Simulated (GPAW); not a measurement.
# Ti (P6_3/mmc) in GPAW: reference runs

How does Ti come out in PBEsol? The cell is run as given and disturbed.

All numbers are computed with GPAW 26.7.0; they aren't measurements. Logs are shortened: lines on timing, memory, paths and dates and some standing lists are left out, and cuts for length are marked. The log counts tension as positive stress, the text compression.

## Step 1: Starting point

Symmetry: P6_3/mmc, No. 194, hexagonal system. Conventional cell: a = 2.950 Å, b = 2.950 Å, c = 4.680 Å, α = 90.00°, β = 90.00°, γ = 120.00°. Ti (site symmetry -6m2) is surrounded by 12 Ti at 2.89 to 2.95 Å.

## Step 2: Single point, PBEsol

Contents of run.py:

```python
from ase import Atoms
from ase.dft.bandgap import bandgap
from ase.io import write
from ase.units import GPa
from gpaw import GPAW, PW, setup_paths

setup_paths.insert(0, '.')

atoms = Atoms(['Ti', 'Ti'],
              cell=[[2.95, 0.0, 0.0],
                    [-1.475, 2.5547749412, 0.0],
                    [0.0, 0.0, 4.68]],
              scaled_positions=[[0.6666666667, 0.3333333333, 0.75],
                                [0.3333333333, 0.6666666667, 0.25]],
              pbc=True)

calc = GPAW(mode=PW(600),
            xc='PBEsol',
            kpts={'size': (10, 10, 6), 'gamma': True},
            occupations={'name': 'fermi-dirac', 'width': 0.05},
            nbands=24,
            convergence={'density': 1e-05, 'energy': 1e-05},
            maxiter=150,
            txt='gpaw.txt')
atoms.calc = calc
energy = atoms.get_potential_energy()
forces = atoms.get_forces()
stress = atoms.get_stress()
calc.write('gs.gpw')
write('result.traj', atoms)
print(f'Energy: {energy:.6f} eV')
print('Forces (eV/A):')
print(forces.round(4))
print('Stress (GPa):', (stress / GPa).round(3))
print('Fermi level:', round(calc.get_fermi_level(), 4), 'eV')
print(f'Gap: {bandgap(calc)[0]:.4f} eV, direct: {bandgap(calc, direct=True)[0]:.4f} eV')
```

Potentials or basis: PAW data sets generated in the run's folder for this functional, pw.

The run is started by

```
$ gpaw-setup -f PBEsol Ti
$ OMP_NUM_THREADS=1 python run.py
```

gpaw.txt:

```text
__  _  _
 | _ |_)|_||  |
 |__||  | ||/\| - 26.7.0

Input parameters:
  mode=PW(ecut=600.0),
  convergence={'density': 1e-05, 'energy': 1e-05},
  kpts=MonkhorstPack(size=(10, 10, 6), gamma=True),
  maxiter=150,
  nbands=24,
  occupations=Occupations(name='fermi-dirac', width=0.05),
  xc=XC(name='PBEsol')

Diagonalizing LCAO Hamiltonian
Converting LCAO to pw mode

          Ti

        Ti

Atoms  # Å, Bohr magnetons
|   | symbol |         x |        y |        z |    initial magnetic moments |
|---|--------|-----------|----------|----------|-----------------------------|
| 0 |     Ti |  1.475000 | 0.851592 | 3.510000 | ( 0.0000,  0.0000,  0.0000) |
| 1 |     Ti | -0.000000 | 1.703183 | 1.170000 | ( 0.0000,  0.0000,  0.0000) |

Unit cell  # Å
| periodic |         x |        y |        z |  lengths |     angles |
|----------|-----------|----------|----------|----------|------------|
|      yes |  2.950000 | 0.000000 | 0.000000 | 2.950000 |  90.000000 |
|      yes | -1.475000 | 2.554775 | 0.000000 | 2.950000 |  90.000000 |
|      yes |  0.000000 | 0.000000 | 4.680000 | 4.680000 | 120.000000 |

Number of symmetries: 12
Symmetry operations  # r_c * U_cc + t_c -> r_c
|    | kind |            matrix            |
|----|------|------------------------------|
|  0 |  σ   |  1, 1, 0,  0,-1, 0,  0, 0, 1 |
|  1 |  S6  |  1, 1, 0, -1, 0, 0,  0, 0,-1 |
|  2 |  E   |  1, 0, 0,  0, 1, 0,  0, 0, 1 |
|  3 |  C2  |  1, 0, 0, -1,-1, 0,  0, 0,-1 |
|  4 |  C2  |  0, 1, 0,  1, 0, 0,  0, 0,-1 |
|  5 |  C3  |  0, 1, 0, -1,-1, 0,  0, 0, 1 |
|  6 |  S6  |  0,-1, 0,  1, 1, 0,  0, 0,-1 |
|  7 |  σ   |  0,-1, 0, -1, 0, 0,  0, 0, 1 |
|  8 |  σ   | -1, 0, 0,  1, 1, 0,  0, 0, 1 |
|  9 |  i   | -1, 0, 0,  0,-1, 0,  0, 0,-1 |
| 10 |  C3  | -1,-1, 0,  1, 0, 0,  0, 0, 1 |
| 11 |  C2  | -1,-1, 0,  0, 1, 0,  0, 0,-1 |

BZ-sampling:
  Number of BZ points: 600
  Number of IBZ points: 72

  Monkhorst-Pack size: [10, 10, 6]
  Monkhorst-Pack shift: [0.05, 0.05, 0.08333333333333333]

K-points  # in reciprocal-cell coordinates
|     |                                coordinates |     weight |
|-----|--------------------------------------------|------------|
|   0 | (  0.00000000,   0.00000000,   0.00000000) | 0.00166667 |
|   1 | (  0.00000000,   0.00000000,   0.16666667) | 0.00333333 |
|   2 | (  0.00000000,   0.00000000,   0.33333333) | 0.00333333 |
|   3 | (  0.00000000,   0.00000000,   0.50000000) | 0.00166667 |
|   4 | (  0.10000000,   0.00000000,  -0.33333333) | 0.01000000 |
|   5 | (  0.10000000,   0.00000000,  -0.16666667) | 0.01000000 |
|   6 | (  0.10000000,   0.00000000,   0.00000000) | 0.01000000 |
|   7 | (  0.10000000,   0.00000000,   0.16666667) | 0.01000000 |
|   8 | (  0.10000000,   0.00000000,   0.33333333) | 0.01000000 |
|   9 | (  0.10000000,   0.00000000,   0.50000000) | 0.01000000 |
| ... |                                            |            |
|  71 | (  0.50000000,   0.50000000,   0.50000000) | 0.00500000 |

Plane wave coefficients: 1194
Cutoff: 600.0 eV

Spin-components: 1 (collinear spins)
Bands:           24
Projectors:      12
Spin-degeneracy: 2
Datatype:        complex128

Parallelization:
  kpt:    1
  domain: 1
  band:   1

Density:
  Valence electrons: 24.0
  Components: 1
  Grid points: [18 18 27]
  Charge: 0.0  # |e|

Potential:
  Grid points: [18 18 27]

species:
  Ti:
    name:    Titanium
    Z:       22.0
    valence: 12
    core:    10
    charge:  0.0  # [|e|]
    compensation charges:
      type: gauss
      rc: 0.38  # [Å]
      lmax: 2
    cutoffs:
      filter: 2.23  # [Å]
      core: 1.02  # [Å]
    projectors
    | kind |    occ | energy [eV] | rcut [Å] |
    |------|--------|-------------|----------|
    |   3s |  2.000 |     -62.441 |    1.270 |
    |   4s |  2.000 |      -4.477 |    1.270 |
    |   3p |  6.000 |     -38.776 |    1.058 |
    |   4p |  0.000 |      -1.449 |    1.058 |
    |   3d |  2.000 |      -4.275 |    1.058 |
    |    d |        |      22.937 |    1.058 |

    Using partial waves for Ti as LCAO basis

Reference energy: -46395.495296  # eV

eigensolver:
  PPCG
  Converge bands: occupied
  niter=2

density mixing:
  MSR1-Mixer
  Pratt-step length: 0.05
  Maximum mixing coefficient: 0.75
  Old densities: 10
  SVD Regularization: 0.005
  Good broyden scale: 1.0
  Trust region scale: 1.0
  Backstep threshold: 4.0
  History deletion threshold: 6.0
  Fourier metric: weight=20.0, sigma=0.015

occupation numbers:
  Fermi-Dirac:
    width: 0.0500  # eV

poisson solver:
  ecut: 4800.0  # eV

xc functional:
  name: PBEsol with 2 nearest neighbor stencil

convergence criteria:
[... 6 lines left out ...]
|iter     | |      energy | eigst |  dens |
|---------|-|-------------|-------|-------|
|iter:   1| |  -14.847063 | -0.11 |       |
|iter:   2| |  -14.723083 | -2.51 | -1.21 |
|iter:   3| |  -14.310155 | -1.31 | -1.25 |
|iter:   4| |  -14.313298 | -3.36 | -1.96 |
|iter:   5| |  -14.315062 | -3.69 | -2.29 |
|iter:   6| |  -14.315110 | -5.60 | -3.35 |
|iter:   7| |  -14.315120c| -6.31 | -3.80 |
|iter:   8| |  -14.315120c| -7.95c| -4.63 |
|iter:   9| |  -14.315121c| -7.78c| -4.92 |
|iter:  10| |  -14.315121c| -8.34c| -5.65c|

Converged in 10 steps
Energy contributions relative to reference atoms: (reference = -46395.495296)

Energy contributions:
  Kinetic:           7.839189
  Coulomb:          -8.259270
  Zero:              0.047972
  External:          0.000000
  Xc:              -13.933102
  Entropy:          -0.019820
  Spinorbit:         0.000000
  ----------------------------
  Free energy:     -14.325031
  Extrapolated:    -14.315121

dipole moment: (0.000000, 0.000000, 0.000000)  # |e|*Ang

Fermi level: 8.234
Eigenvalues  # (at kpt = [0.000, 0.000, 0.000])
| band index |      eig [eV] | occ [0-2] |
|------------|---------------|-----------|
|          0 |       -48.374 |     2.000 |
|        ... |               |           |
|          2 |       -25.074 |     2.000 |
|          3 |       -24.450 |     2.000 |
|          4 |       -24.450 |     2.000 |
|          5 |       -24.391 |     2.000 |
|          6 |       -24.353 |     2.000 |
|          7 |       -24.353 |     2.000 |
[... 8 lines left out ...]
|         16 |         9.851 |     0.000 |
|         17 |         9.851 |     0.000 |
|        ... |               |           |
|         23 |        25.530 |     0.000 |

No gap
No difference between direct/indirect transitions

Forces  # eV/Ang
|        x |        y |        z |
|----------|----------|----------|
| -0.00000 | -0.00000 | -0.00003 |  # Ti   0
|  0.00000 | -0.00000 |  0.00003 |  # Ti   1

Stress tensor  # eV/Ang^3
|        x |        y |        z |
|----------|----------|----------|
| 0.037361 | 0.000000 | 0.000000 |
| 0.000000 | 0.037361 | 0.000000 |
| 0.000000 | 0.000000 | 0.040801 |

# Writing to gs.gpw (mode='')
```

It took 37 s on 1 thread of Arm Neoverse V2, shared host; peak memory 0.18 GiB.

Results:

```
Free energy            : -14.3250 eV
Pressure               : -6.2 GPa
Band gap on the k mesh : none (metal or under the smearing width)
```

## Step 3: Single point, PBEsol (atoms moved at random, drawn with an rms of 0.05 Å)

run.py, as its differences from that of step 2:

```diff
@@ -12,4 +12,4 @@
                     [0.0, 0.0, 4.68]],
-              scaled_positions=[[0.6666666667, 0.3333333333, 0.75],
-                                [0.3333333333, 0.6666666667, 0.25]],
+              scaled_positions=[[0.686162, 0.32688, 0.748487],
+                                [0.337973, 0.672908, 0.24873]],
               pbc=True)
```

Potentials or basis: PAW data sets generated in the run's folder for this functional, pw.

The run is started by

```
$ gpaw-setup -f PBEsol Ti
$ OMP_NUM_THREADS=1 python run.py
```

gpaw.txt:

```text
__  _  _
 | _ |_)|_||  |
 |__||  | ||/\| - 26.7.0

Input parameters:
  mode=PW(ecut=600.0),
  convergence={'density': 1e-05, 'energy': 1e-05},
  kpts=MonkhorstPack(size=(10, 10, 6), gamma=True),
  maxiter=150,
  nbands=24,
  occupations=Occupations(name='fermi-dirac', width=0.05),
  xc=XC(name='PBEsol')

Diagonalizing LCAO Hamiltonian
Converting LCAO to pw mode

           Ti

        Ti

Atoms  # Å, Bohr magnetons
|   | symbol |        x |        y |        z |    initial magnetic moments |
|---|--------|----------|----------|----------|-----------------------------|
| 0 |     Ti | 1.542030 | 0.835105 | 3.502919 | ( 0.0000,  0.0000,  0.0000) |
| 1 |     Ti | 0.004481 | 1.719128 | 1.164056 | ( 0.0000,  0.0000,  0.0000) |

Unit cell  # Å
| periodic |         x |        y |        z |  lengths |     angles |
|----------|-----------|----------|----------|----------|------------|
|      yes |  2.950000 | 0.000000 | 0.000000 | 2.950000 |  90.000000 |
|      yes | -1.475000 | 2.554775 | 0.000000 | 2.950000 |  90.000000 |
[... 132 lines left out ...]

Energy contributions:
  Kinetic:           7.817113
  Coulomb:          -8.225953
  Zero:              0.047308
  External:          0.000000
  Xc:              -13.939509
  Entropy:          -0.020294
  Spinorbit:         0.000000
  ----------------------------
  Free energy:     -14.321334
  Extrapolated:    -14.311187

dipole moment: (0.303472, -0.002285, -0.043734)  # |e|*Ang

Fermi level: 8.233
Eigenvalues  # (at kpt = [0.000, 0.000, 0.000])
| band index |      eig [eV] | occ [0-2] |
|------------|---------------|-----------|
|          0 |       -48.373 |     2.000 |
|        ... |               |           |
|          2 |       -25.074 |     2.000 |
|          3 |       -24.459 |     2.000 |
|          4 |       -24.440 |     2.000 |
|          5 |       -24.388 |     2.000 |
|          6 |       -24.360 |     2.000 |
|          7 |       -24.346 |     2.000 |
[... 8 lines left out ...]
|         16 |         9.735 |     0.000 |
|         17 |         9.979 |     0.000 |
|        ... |               |           |
|         23 |        25.527 |     0.000 |

No gap
No difference between direct/indirect transitions

Forces  # eV/Ang
|        x |        y |        z |
|----------|----------|----------|
| -0.09135 |  0.04676 |  0.00253 |  # Ti   0
|  0.09136 | -0.04677 | -0.00257 |  # Ti   1

Stress tensor  # eV/Ang^3
|         x |         y |         z |
|-----------|-----------|-----------|
|  0.039839 | -0.004252 |  0.000009 |
| -0.004252 |  0.035460 | -0.000005 |
|  0.000009 | -0.000005 |  0.040558 |

# Writing to gs.gpw (mode='')
```

stdout:

```text
Energy: -14.311187 eV
Forces (eV/A):
[[-0.0914  0.0468  0.0025]
 [ 0.0914 -0.0468 -0.0026]]
Stress (GPa): [ 6.383e+00  5.681e+00  6.498e+00 -1.000e-03  2.000e-03 -6.810e-01]
Fermi level: 8.2325 eV
Gap: 0.0000 eV, direct: 0.0000 eV
```

Run time: 3 min. Hardware: 1 thread of Arm Neoverse V2, shared host; peak memory 0.33 GiB.

Results:

- Free energy: -14.3213 eV
- Pressure: -6.2 GPa
- Largest force: 0.103 eV/Å
- Band gap on the k mesh: none (metal or under the smearing width)

Forces in eV/Å, atoms in the order of the input:
```
Ti  -0.091  0.047  0.003
Ti   0.091 -0.047 -0.003
```

Levels at points of the mesh, in eV from the Fermi level:
```
           k point  band 9  band 10  band 11  band 12  band 13  band 14  band 15  band 16
(0.00, 0.00, 0.00)   -6.14    -2.64     0.72     0.75     0.82     0.85     1.26     1.32
(0.00, 0.00, 0.50)   -4.31    -4.31     0.09     0.10     0.67     0.67     0.72     0.72
(0.00, 0.50, 0.00)   -2.28    -2.10    -1.75    -0.63     0.49     0.55     1.12     3.31
(0.00, 0.50, 0.50)   -2.51    -2.51    -0.78    -0.78     1.29     1.29     1.75     1.75
(0.50, 0.00, 0.00)   -2.27    -2.10    -1.74    -0.63     0.49     0.54     1.12     3.31
(0.50, 0.00, 0.50)   -2.51    -2.51    -0.78    -0.77     1.29     1.29     1.74     1.75
(0.50, 0.50, 0.00)   -2.38    -2.10    -1.90    -0.59     0.45     0.83     1.23     3.36
(0.50, 0.50, 0.50)   -2.46    -2.46    -0.83    -0.83     1.29     1.29     1.71     1.71
```
